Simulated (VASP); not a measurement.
# AlP in VASP: a series of runs

One slab, AlP, is run at these levels: PBEsol; tasks: work function.

Everything below comes from runs of VASP 6.6.1. Logs are shortened: lines on timing, memory, paths and dates and some standing lists are left out, and cuts for length are marked.

### Step 1. The structure

The cell holds a slab with vacuum, 16 atoms: a = 5.451 Å, b = 3.854 Å, c = 29.491 Å, α = 90.00°, β = 90.00°, γ = 90.00°.

### Step 2. Work function, PBEsol

INCAR

```
ALGO = Fast
DIPOL = 0.5 0.5 0.500
EDIFF = 1E-7
ENCUT = 520
GGA = PS
IDIPOL = 3
ISIF = 2
ISMEAR = 0
KPAR = 8
LASPH = True
LCHARG = True
LDIPOL = True
LREAL = False
LVACPOTAV = True
LVHAR = True
LWAVE = False
NELM = 80
PREC = Accurate
SIGMA = 0.05
```

KPOINTS

```
k-points
0
Gamma
  4 6 1
```

POSCAR

```
AlP
1.0
    5.4510000000      0.0000000000      0.0000000000
    0.0000000000      3.8544390640      0.0000000000
    0.0000000000      0.0000000000     29.4905367250
Al P
8 8
Direct
    0.5000000000      0.5000000000      0.2712734622
    0.0000000000      0.0000000000      0.3366239016
    0.5000000000      0.5000000000      0.4019743410
    0.0000000000      0.0000000000      0.4673247803
    0.5000000000      0.5000000000      0.5326752197
    0.0000000000      0.0000000000      0.5980256590
    0.5000000000      0.5000000000      0.6633760984
    0.0000000000      0.0000000000      0.7287265378
    0.7500000000      0.0000000000      0.2712734622
    0.2500000000      0.5000000000      0.3366239016
    0.7500000000      0.0000000000      0.4019743410
    0.2500000000      0.5000000000      0.4673247803
    0.7500000000      0.0000000000      0.5326752197
    0.2500000000      0.5000000000      0.5980256590
    0.7500000000      0.0000000000      0.6633760984
    0.2500000000      0.5000000000      0.7287265378
```

Potentials or basis: VASP PAW PBE potentials, release 64 (Al, P).

Launch:

```sh
$ cat potpaw_PBE.64/Al/POTCAR potpaw_PBE.64/P/POTCAR > POTCAR
$ mpirun -np 8 vasp_std > vasp.out
```

OUTCAR:

```text
EDIFF = 1E-7
   ENCUT = 520
   GGA = PS
   ISIF = 2
   ISMEAR = 0
   LASPH = True
   LREAL = False
   NELM = 80
   PREC = Accurate

 ion  position               nearest neighbor table
   1  0.500  0.500  0.271-   9 2.36   9 2.36  10 2.36
   2  0.000  0.000  0.337-  10 2.36  10 2.36  11 2.36   9 2.36
   3  0.500  0.500  0.402-  12 2.36  11 2.36  11 2.36  10 2.36
   4  0.000  0.000  0.467-  11 2.36  12 2.36  12 2.36  13 2.36
   5  0.500  0.500  0.533-  14 2.36  13 2.36  13 2.36  12 2.36
   6  0.000  0.000  0.598-  13 2.36  14 2.36  14 2.36  15 2.36
   7  0.500  0.500  0.663-  15 2.36  15 2.36  16 2.36  14 2.36
   8  0.000  0.000  0.729-  16 2.36  16 2.36  15 2.36
   9  0.750  0.000  0.271-   1 2.36   1 2.36   2 2.36
  10  0.250  0.500  0.337-   2 2.36   2 2.36   3 2.36   1 2.36
  11  0.750  0.000  0.402-   4 2.36   3 2.36   3 2.36   2 2.36
  12  0.250  0.500  0.467-   3 2.36   4 2.36   4 2.36   5 2.36
  13  0.750  0.000  0.533-   6 2.36   5 2.36   5 2.36   4 2.36
  14  0.250  0.500  0.598-   5 2.36   6 2.36   6 2.36   7 2.36
  15  0.750  0.000  0.663-   7 2.36   7 2.36   8 2.36   6 2.36
  16  0.250  0.500  0.729-   8 2.36   8 2.36   7 2.36

  LATTYP: Found a simple orthorhombic cell.
 ALAT       =     3.8544390640
 B/A-ratio  =     1.4142135625
 C/A-ratio  =     7.6510579712

  Lattice vectors:

 A1 = (   0.0000000000,  -3.8544390640,   0.0000000000)
 A2 = (   5.4510000000,   0.0000000000,   0.0000000000)
 A3 = (   0.0000000000,   0.0000000000,  29.4905367250)

Analysis of symmetry for initial positions (statically):
=====================================================================
 Subroutine PRICEL returns:
 Original cell was already a primitive cell.

 Routine SETGRP: Setting up the symmetry group for a
 simple orthorhombic supercell.

 Subroutine GETGRP returns: Found  4 space group operations
 (whereof  2 operations were pure point group operations)
 out of a pool of  8 trial point group operations.

The static configuration has the point symmetry C_1h.
 The point group associated with its full space group is C_2v.

Analysis of symmetry for dynamics (positions and initial velocities):
=====================================================================
 Subroutine PRICEL returns:
 Original cell was already a primitive cell.

 Routine SETGRP: Setting up the symmetry group for a
 simple orthorhombic supercell.

 Subroutine GETGRP returns: Found  4 space group operations
 (whereof  2 operations were pure point group operations)
 out of a pool of  8 trial point group operations.

The dynamic configuration has the point symmetry C_1h.
 The point group associated with its full space group is C_2v.

 Subroutine INISYM returns: Found  4 space group operations
 (whereof  2 operations are pure point group operations),
 and found     1 'primitive' translations

----------------------------------------------------------------------------------------

                                     Primitive cell

  volume of cell :     619.6123

  direct lattice vectors                    reciprocal lattice vectors
     5.451000000  0.000000000  0.000000000     0.183452578  0.000000000  0.000000000
     0.000000000  3.854439064  0.000000000     0.000000000  0.259441123  0.000000000
     0.000000000  0.000000000 29.490536725     0.000000000  0.000000000  0.033909183

  length of vectors
     5.451000000  3.854439064 29.490536725     0.183452578  0.259441123  0.033909183

  position of ions in fractional coordinates (direct lattice)
     0.500000000  0.500000000  0.271273462
     0.000000000  0.000000000  0.336623902
     0.500000000  0.500000000  0.401974341
     0.000000000  0.000000000  0.467324780
     0.500000000  0.500000000  0.532675220
     0.000000000  0.000000000  0.598025659
[... 8 lines left out ...]
     0.750000000  0.000000000  0.663376098
     0.250000000  0.500000000  0.728726538

  ion indices of the primitive-cell ions
   primitive index   ion index
                 1           1
                 2           2
                 3           3
                 4           4
                 5           5
                 6           6
[... 8 lines left out ...]
                15          15
                16          16

----------------------------------------------------------------------------------------

 KPOINTS: k-points

Automatic generation of k-mesh.
 Grid dimensions read from file:
 generate k-points for:    4    6    1

 Generating k-lattice:

  Cartesian coordinates                     Fractional coordinates (reciprocal lattice)
     0.045863144  0.000000000  0.000000000     0.250000000  0.000000000  0.000000000
     0.000000000  0.043240187  0.000000000     0.000000000  0.166666667  0.000000000
     0.000000000  0.000000000  0.033909183     0.000000000  0.000000000  1.000000000

  Length of vectors
     0.045863144  0.043240187  0.033909183

  Shift w.r.t. Gamma in fractional coordinates (k-lattice)
     0.000000000  0.000000000  0.000000000

 Subroutine IBZKPT returns following result:
 ===========================================

 Found     12 irreducible k-points:

 Following reciprocal coordinates:
            Coordinates               Weight
  0.000000  0.000000  0.000000      1.000000
  0.250000  0.000000  0.000000      2.000000
  0.500000  0.000000  0.000000      1.000000
  0.000000  0.166667  0.000000      2.000000
  0.250000  0.166667  0.000000      4.000000
  0.500000  0.166667  0.000000      2.000000
  0.000000  0.333333  0.000000      2.000000
  0.250000  0.333333  0.000000      4.000000
  0.500000  0.333333  0.000000      2.000000
  0.000000  0.500000  0.000000      1.000000
  0.250000  0.500000  0.000000      2.000000
  0.500000  0.500000  0.000000      1.000000
   k-points           NKPTS =     12   k-points in BZ     NKDIM =     12   number of bands    NBANDS=     41
   number of dos      NEDOS =    301   number of ions     NIONS =     16
   total plane-waves  NPLWV = 282240
   dimension x,y,z NGX =    42 NGY =   30 NGZ =  224
   dimension x,y,z NGXF=    84 NGYF=   60 NGZF=  448
   ions per type =               8   8
   NGX,Y,Z   is equivalent  to a cutoff of  12.81, 12.94, 12.63 a.u.
   NGXF,Y,Z  is equivalent  to a cutoff of  25.62, 25.88, 25.25 a.u.
 SYSTEM =  unknown system
   PREC   = accura    normal or accurate (medium, high low for compatibility)
   ISTART =      0    job   : 0-new  1-cont  2-samecut
   ICHARG =      2    charge: 1-file 2-atom 10-const
   ISPIN  =      1    spin polarized calculation?
   LNONCOLLINEAR =      F non collinear calculations
   LSORBIT =      F    spin-orbit coupling
   LASPH  =      T    aspherical Exc in radial PAW
   ENCUT  =  520.0 eV  38.22 Ry    6.18 a.u.  10.14  7.17 54.83*2*pi/ulx,y,z
   NELM   =     80;   NELMIN=  2; NELMDL= -5     # of ELM steps
   EDIFF  = 0.1E-06   stopping-criterion for ELM
   LREAL  =      F    real-space projection
   EDIFFG = 0.1E-05   stopping-criterion for IOM
   NSW    =      0    number of steps for IOM
   IBRION =     -1    ionic relax: 0-MD 1-quasi-New 2-CG
   NFREE  =      0    steps in history (QN), initial steepest desc. (CG)
   ISIF   =      2    stress and relaxation
   ISYM   =      2    0-nonsym 1-usesym 2-fastsym
   POTIM  = 0.5000    time-step for ionic-motion
   TEBEG  =    0.0;   TEEND  =   0.0 temperature during run
   PSTRESS=    0.0 pullay stress
   NELECT =      64.0000    total number of electrons
   NUPDOWN=      -1.0000    fix difference up-down
   EMIN   =  10.00;   EMAX   =-10.00  energy-range for DOS
   EFERMI =   0.00;   METHOD = LEGACY
   ISMEAR =     0;   SIGMA  =   0.05  broadening in eV -4-tet -1-fermi 0-gaus
   EFERMI_NEDOS =   21; number of points for ismear=-14 and -15
   IALGO  =     68    algorithm
   IMIX   =      4    mixing-type and parameters
     AMIX     =   0.40;   BMIX     =  1.00
     AMIX_MAG =   1.60;   BMIX_MAG =  1.00
  volume/ion in A,a.u.               =      38.73       261.33
  Fermi-wavevector in a.u.,A,eV,Ry     =   0.768118  1.451533  8.027516  0.590006
  Thomas-Fermi vector in A             =   1.868822
   LORBIT       =      0    0 simple, 1 ext, 2 COOP (PROOUT), +10 PAW based schemes
   GGA     = PS    functional components
   LHFCALC =     F    Hartree Fock is set to
   AEXX    =    0.0000 exact exchange contribution
   IVDW    =     0    specifies the selected vdW correction
   LEPSILON=     F    determine dielectric tensor
   LRPA    =     F    only Hartree local field effects (RPA)
 non-spin polarized calculation
 RMM-DIIS sequential band-by-band and
 Gauss-broadening in eV      SIGMA  =   0.05
  energy-cutoff  :      520.00
  volume of cell :      619.61
 maximum number of plane-waves:     16746
 NGX is ok and might be reduce to    42
   NGX = 21   NGY = 15   NGZ =109

 dipolmoment           0.000000      0.000000      0.000000 electrons x Angstroem

 number of electron      64.0000006 magnetization

 dipolmoment           0.000000      0.000000     -0.000000 electrons x Angstroem

 Free energy of the ion-electron system (eV)
  ---------------------------------------------------
  ext. energy  EPLUGINS =         0.00000000
  ---------------------------------------------------
  free energy    TOTEN  =       -83.96466408 eV

  energy without entropy =      -83.96466408  energy(sigma->0) =      -83.96466408

 E-fermi :   0.3682     XC(G=0):  -5.4508

 val. band max:        0.0997627523   @ k =   0.0000   0.0000   0.0000
 cond. band min:       1.1401803711   @ k =   0.0000   0.5000   0.0000
 fundamental gap:      1.0404176187
 Fermi energy:         0.3682327854

 k-point     1 :       0.0000    0.0000    0.0000
  band No.  band energies     occupation
      1     -11.4927      2.00000
      2     -11.1683      2.00000
      3     -10.6943      2.00000
      4     -10.0821      2.00000
      5      -9.5094      2.00000
      6      -9.2468      2.00000
[... 517 lines left out ...]
     40       4.1727      0.00000
     41       4.3922      0.00000

------------------------ aborting loop because EDIFF is reached ----------------------------------------

  FORCE on cell =-STRESS in cart. coord.  units (eV):
  Direction    XX          YY          ZZ          XY          YZ          ZX
  --------------------------------------------------------------------------------------
  -------------------------------------------------------------------------------------
  Total       -2.4188025     -1.4080259      0.6873107      0.0000000      0.0000000      0.0000000
  in kB       -6.2544764     -3.6408365      1.7772299      0.0000000      0.0000000      0.0000000
  external PRESSURE =      -2.7060276 kB  Pullay stress =       0.0000000 kB

 VOLUME and BASIS-vectors are now :
 -----------------------------------------------------------------------------
  energy-cutoff  :      520.00
  volume of cell :      619.61
      direct lattice vectors                 reciprocal lattice vectors
     5.451000000  0.000000000  0.000000000     0.183452578  0.000000000  0.000000000
     0.000000000  3.854439064  0.000000000     0.000000000  0.259441123  0.000000000
     0.000000000  0.000000000 29.490536725     0.000000000  0.000000000  0.033909183

 POSITION                                       TOTAL-FORCE (eV/Angst)
 -----------------------------------------------------------------------------------
      2.72550      1.92722      8.00000         1.342813      0.000000      1.440915
      0.00000      0.00000      9.92722        -0.379134      0.000000      0.023581
      2.72550      1.92722     11.85444         0.256704      0.000000      0.090007
      0.00000      0.00000     13.78166        -0.039580      0.000000     -0.025551
      2.72550      1.92722     15.70888        -0.039580      0.000000      0.025551
      0.00000      0.00000     17.63610         0.256704      0.000000     -0.090007
[... 8 lines left out ...]
      4.08825      0.00000     19.56332        -0.550571      0.000000      0.528577
      1.36275      1.92722     21.49054        -0.583359      0.000000      1.210351
 -----------------------------------------------------------------------------------
    total drift:                                0.000539     -0.000000     -0.000000

  FREE ENERGIE OF THE ION-ELECTRON SYSTEM (eV)
  ---------------------------------------------------
  free  energy   TOTEN  =       -83.9646640841 eV

  energy  without entropy=      -83.9646640841  energy(sigma->0) =      -83.96466408

 vacuum level on the upper side and lower side of the slab         5.073         5.073
```

It took 3.1 min on 8 MPI ranks of Intel Xeon Platinum 8488C (Sapphire Rapids), shared host; peak memory 0.74 GiB.

Results:

```yaml
Free_energy: -83.9647 eV
Largest_force: 1.970 eV/Å
Band_gap_on_the_k_mesh: 1.04 eV, indirect (least direct gap 1.11 eV)
Ionisation_potential_of_the_upper_face: 4.97 eV
```

Forces on the atoms (eV/Å):
```
Al   1.343  0.000  1.441
Al  -0.379  0.000  0.024
Al   0.257  0.000  0.090
Al  -0.040  0.000 -0.026
Al  -0.040  0.000  0.026
Al   0.257  0.000 -0.090
Al  -0.379  0.000 -0.024
Al   1.343  0.000 -1.441
P   -0.583  0.000 -1.210
P   -0.551  0.000 -0.529
P   -0.005  0.000  0.130
P   -0.042  0.000 -0.096
P   -0.042  0.000  0.096
P   -0.005  0.000 -0.130
P   -0.551  0.000  0.529
P   -0.583  0.000  1.210
```

Caveat: the PAW data sets were made with another functional, which shifts forces and pressure a little.

(Continued in part 2 of 3.)
